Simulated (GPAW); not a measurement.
# free-standing square Nb monolayer, spacing 3.288 A: a ladder in the smearing, part 2 of 2

Two starts of free-standing square Nb monolayer, spacing 3.288 A are run at each rung of the smearing. Which rung is enough?

GPAW 26.7.0; PBE; plane waves with GPAW's PAW setups, scalar-relativistic.

So far, largest spin moment in the augmentation sphere (μB): step 2 (rung 1 (width 0.4 eV), start ferro +) 0.769; step 4 (rung 2 (width 0.2 eV), start ferro +) 1.53; step 5 (rung 2 (width 0.2 eV), start antiferro q=(0,1/2,0) +-) 1.74; step 6 (rung 3 (width 0.1 eV), start ferro +) 1.66; step 7 (rung 3 (width 0.1 eV), start antiferro q=(0,1/2,0) +-) 1.79.

## Step 8: Rung 4 (width 0.05 eV), start ferro +

Contents of order1.py:

```python
import json
import numpy as np
from ase import Atoms
from ase.parallel import paropen, parprint
from gpaw import GPAW

atoms = Atoms(['Nb'],
    cell=[[3.288, 0.0, 0.0],
         [0.0, 3.288, 0.0],
         [0.0, 0.0, 14.0]],
    scaled_positions=[[0.0, 0.0, 0.5]],
    pbc=True,
    magmoms=[1.0])
atoms.calc = GPAW(mode={'name': 'pw', 'ecut': 550},
    xc='PBE',
    kpts={'size': (8, 8, 1), 'gamma': True},
    occupations={'name': 'fermi-dirac', 'width': 0.05},
    convergence={'density': 1e-05, 'energy': 1e-05},
    maxiter=200,
    symmetry={'tolerance': 1e-4},
    txt='order1.txt')
e = atoms.get_potential_energy(force_consistent=True)
res = {'free_energy': e, 'energy_sigma0': atoms.get_potential_energy(), 'fermi_energy': atoms.calc.get_fermi_level()}
res['moments'] = atoms.get_magnetic_moments().tolist()
res['total'] = atoms.get_magnetic_moment()
parprint('site moments (muB):', np.round(res['moments'], 3))
parprint(f"total moment: {res['total']:.3f} muB")
parprint(f'free energy: {e:.6f} eV')
atoms.calc.write('order1.gpw')
with paropen('results.json', 'w') as f:
    json.dump(res, f)
```

Launch:

```sh
OMP_NUM_THREADS=1 python3 order1.py > order1.log
```

The log of the run:

```text
site moments (muB): [1.673]
total moment: 2.793 muB
free energy: -5.986665 eV

--- order1.txt ---
Input parameters:
  mode=PW(ecut=550),
  convergence={'density': 1e-05, 'energy': 1e-05},
  kpts=MonkhorstPack(size=(8, 8, 1), gamma=True),
  maxiter=200,
  occupations=Occupations(name='fermi-dirac', width=0.05),
  symmetry=Symmetry(tolerance=0.0001),
  xc=XC(name='PBE')

Diagonalizing LCAO Hamiltonian
[...]
|          3 |       -33.883 |     1.000 |       -32.637 |     1.000 |
|          4 |        -5.733 |     1.000 |        -4.800 |     1.000 |
[...]
|          9 |        -1.405 |     0.000 |         0.443 |     0.000 |
|         10 |        -0.228 |     0.000 |         0.814 |     0.000 |
|         11 |         1.592 |     0.000 |         2.056 |     0.000 |
|         12 |         2.595 |     0.000 |         3.176 |     0.000 |

No gap
No difference between direct/indirect transitions


[key lines of the parts left out:]
Free energy:      -5.986665
Converged in 18 steps
dipole moment: (-11.989585, -11.989585, 0.000001)  # |e|*Ang
Fermi level: -2.210
```

Wall time 25 s (1 MPI rank of Intel Xeon 6975P-C (Granite Rapids), shared host); peak memory 0.23 GiB.

This step gave:

- magnetization: 2.793 μB
- final state: ferromagnetic
- largest moment: 1.673 μB

The largest moment moves by +0.02 μB from rung 3, at 1.0 times its CPU time.

## Step 9: Rung 4 (width 0.05 eV), start antiferro q=(0,1/2,0) +-

Contents of order2.py:

```python
import json
import numpy as np
from ase import Atoms
from ase.parallel import paropen, parprint
from gpaw import GPAW

atoms = Atoms(['Nb', 'Nb'],
    cell=[[3.288, 0.0, 0.0],
         [0.0, 6.576, 0.0],
         [0.0, 0.0, 14.0]],
    scaled_positions=[[0.0, 0.0, 0.5],
         [0.0, 0.5, 0.5]],
    pbc=True,
    magmoms=[1.0, -1.0])
atoms.calc = GPAW(mode={'name': 'pw', 'ecut': 550},
    xc='PBE',
    kpts={'size': (8, 4, 1), 'gamma': True},
    occupations={'name': 'fermi-dirac', 'width': 0.05},
    convergence={'density': 1e-05, 'energy': 1e-05},
    maxiter=200,
    symmetry={'tolerance': 1e-4},
    txt='order2.txt')
e = atoms.get_potential_energy(force_consistent=True)
res = {'free_energy': e, 'energy_sigma0': atoms.get_potential_energy(), 'fermi_energy': atoms.calc.get_fermi_level()}
res['moments'] = atoms.get_magnetic_moments().tolist()
res['total'] = atoms.get_magnetic_moment()
parprint('site moments (muB):', np.round(res['moments'], 3))
parprint(f"total moment: {res['total']:.3f} muB")
parprint(f'free energy: {e:.6f} eV')
atoms.calc.write('order2.gpw')
with paropen('results.json', 'w') as f:
    json.dump(res, f)
```

Launch:

```sh
OMP_NUM_THREADS=1 python3 order2.py > order2.log
```

The log of the run:

```text
site moments (muB): [ 1.801 -1.801]
total moment: 0.000 muB
free energy: -12.106736 eV

--- order2.txt ---
Input parameters:
  mode=PW(ecut=550),
  convergence={'density': 1e-05, 'energy': 1e-05},
  kpts=MonkhorstPack(size=(8, 4, 1), gamma=True),
  maxiter=200,
  occupations=Occupations(name='fermi-dirac', width=0.05),
  symmetry=Symmetry(tolerance=0.0001),
  xc=XC(name='PBE')

Diagonalizing LCAO Hamiltonian
[...]
|          7 |       -32.388 |     1.000 |       -32.388 |     1.000 |
|          8 |        -5.379 |     1.000 |        -5.379 |     1.000 |
[...]
|         16 |        -0.967 |     0.000 |        -0.967 |     0.000 |
|         17 |        -0.648 |     0.000 |        -0.648 |     0.000 |
|         18 |         0.035 |     0.000 |         0.035 |     0.000 |
|         19 |         0.613 |     0.000 |         0.613 |     0.000 |

No gap
No difference between direct/indirect transitions


[key lines of the parts left out:]
Free energy:     -12.106736
Converged in 19 steps
dipole moment: (-23.963410, -23.963409, 0.000003)  # |e|*Ang
Fermi level: -2.184
```

It took 77 s on 1 MPI rank; peak memory 0.38 GiB.

This step gave:

```yaml
magnetization: 0 μB
final_state: antiferromagnetic
largest_moment: 1.801 μB
```

This start lies -66.7 meV a seeded atom from the first, a change of +2.7 meV since rung 3; its largest moment is 1.80 μB.

## Step 10: Rung 5 (width 0.02 eV), start ferro +

order1.py is the script of step 8 with these lines changed:

```diff
@@ -16,3 +16,3 @@
     kpts={'size': (8, 8, 1), 'gamma': True},
-    occupations={'name': 'fermi-dirac', 'width': 0.05},
+    occupations={'name': 'fermi-dirac', 'width': 0.02},
     convergence={'density': 1e-05, 'energy': 1e-05},
```

Launch:

```sh
OMP_NUM_THREADS=1 python3 order1.py > order1.log
```

The log of the run:

```text
site moments (muB): [1.719]
total moment: 2.861 muB
free energy: -5.976765 eV

--- order1.txt ---
Input parameters:
  mode=PW(ecut=550),
  convergence={'density': 1e-05, 'energy': 1e-05},
  kpts=MonkhorstPack(size=(8, 8, 1), gamma=True),
  maxiter=200,
  occupations=Occupations(name='fermi-dirac', width=0.02),
  symmetry=Symmetry(tolerance=0.0001),
  xc=XC(name='PBE')

Diagonalizing LCAO Hamiltonian
[...]
|          3 |       -33.904 |     1.000 |       -32.613 |     1.000 |
|          4 |        -5.749 |     1.000 |        -4.777 |     1.000 |
[...]
|          9 |        -1.420 |     0.000 |         0.470 |     0.000 |
|         10 |        -0.242 |     0.000 |         0.822 |     0.000 |
|         11 |         1.593 |     0.000 |         2.053 |     0.000 |
|         12 |         2.595 |     0.000 |         3.175 |     0.000 |

No gap
No difference between direct/indirect transitions


[key lines of the parts left out:]
Free energy:      -5.976765
Converged in 24 steps
dipole moment: (-11.988536, -11.988536, 0.000001)  # |e|*Ang
Fermi level: -2.232
```

The job ended after 33 s (1 MPI rank; peak memory 0.23 GiB).

Numbers from this step:

* magnetization: 2.861 μB
* final state: ferromagnetic
* largest moment: 1.719 μB

The largest moment moves by +0.05 μB from rung 4, at 1.3 times its CPU time.

## Step 11: Rung 5 (width 0.02 eV), start antiferro q=(0,1/2,0) +-

order2.py is the script of step 9 with these lines changed:

```diff
@@ -17,3 +17,3 @@
     kpts={'size': (8, 4, 1), 'gamma': True},
-    occupations={'name': 'fermi-dirac', 'width': 0.05},
+    occupations={'name': 'fermi-dirac', 'width': 0.02},
     convergence={'density': 1e-05, 'energy': 1e-05},
```

Launch:

```sh
OMP_NUM_THREADS=1 python3 order2.py > order2.log
```

The log of the run:

```text
site moments (muB): [ 1.802 -1.802]
total moment: 0.000 muB
free energy: -12.088122 eV

--- order2.txt ---
Input parameters:
  mode=PW(ecut=550),
  convergence={'density': 1e-05, 'energy': 1e-05},
  kpts=MonkhorstPack(size=(8, 4, 1), gamma=True),
  maxiter=200,
  occupations=Occupations(name='fermi-dirac', width=0.02),
  symmetry=Symmetry(tolerance=0.0001),
  xc=XC(name='PBE')

Diagonalizing LCAO Hamiltonian
[...]
|          7 |       -32.384 |     1.000 |       -32.384 |     1.000 |
|          8 |        -5.381 |     1.000 |        -5.381 |     1.000 |
[...]
|         16 |        -0.965 |     0.000 |        -0.965 |     0.000 |
|         17 |        -0.653 |     0.000 |        -0.653 |     0.000 |
|         18 |         0.050 |     0.000 |         0.050 |     0.000 |
|         19 |         0.610 |     0.000 |         0.610 |     0.000 |

No gap
No difference between direct/indirect transitions


[key lines of the parts left out:]
Free energy:     -12.088122
Converged in 18 steps
dipole moment: (-23.963393, -23.963392, 0.000003)  # |e|*Ang
Fermi level: -2.190
```

Wall time 70 s (1 MPI rank); peak memory 0.37 GiB.

Numbers from this step:

| Item | Value |
| --- | --- |
| magnetization | 0 μB |
| final state | antiferromagnetic |
| largest moment | 1.802 μB |

This start lies -67.3 meV a seeded atom from the first, a change of -0.6 meV since rung 4; its largest moment is 1.80 μB.

## Step 12: Side by side

Ladder, by row:

```tsv
rung	smearing (eV)	state from the first start	state from the second start	second less first (meV a seeded atom)	moment, first (μB)	moment, second (μB)	CPU time (s)
1	0.4	ferromagnetic	antiferromagnetic	-36.76	0.7693	1.267	123.8
2	0.2	ferromagnetic	antiferromagnetic	-81.6	1.53	1.739	101.1
3	0.1	ferromagnetic	antiferromagnetic	-69.44	1.657	1.792	95.24
4	0.05	ferromagnetic	antiferromagnetic	-66.7	1.673	1.801	101.6
5	0.02	ferromagnetic	antiferromagnetic	-67.3	1.719	1.802	103.4
```

## Step 13: Outcome

```json
{
 "range of the moment in the table, second start": "1.27 to 1.80 μB",
 "range of CPU time": "95 s to 2.1 min",
 "range of the energy difference": "-81.6 to -36.8 meV a seeded atom",
 "first rung from which all stay within 3.4 meV of the last": "3"
}
```

In words: From rung 3 on the result stays within 2.1 meV of the last rung, inside the margin of 3.4 meV set for it, at 92 % of the last rung's cost. The second start ends lower on every rung of the table; whether functional and cell give the true order is another question. The mesh stays the same, and a narrow smearing needs a finer one, so the last rung is no sure reference.

[Logs and program files are shortened in this print: banners, set-up blocks, solver, clock and traceback lines can be left out without a mark of their own.]

[Logs are printed without paths, hosts, clocks, repeated set-up lines and the standing remarks that a program may print on its own settings, such as how far it seeks lower states.]

[Hosts, paths, dates, database ids (printed as entryN), source tags and the programs' standing remarks are cut or masked in the printed files.]

[Where a cell is said to come from a database of computed structures, the database is the Materials Project.]
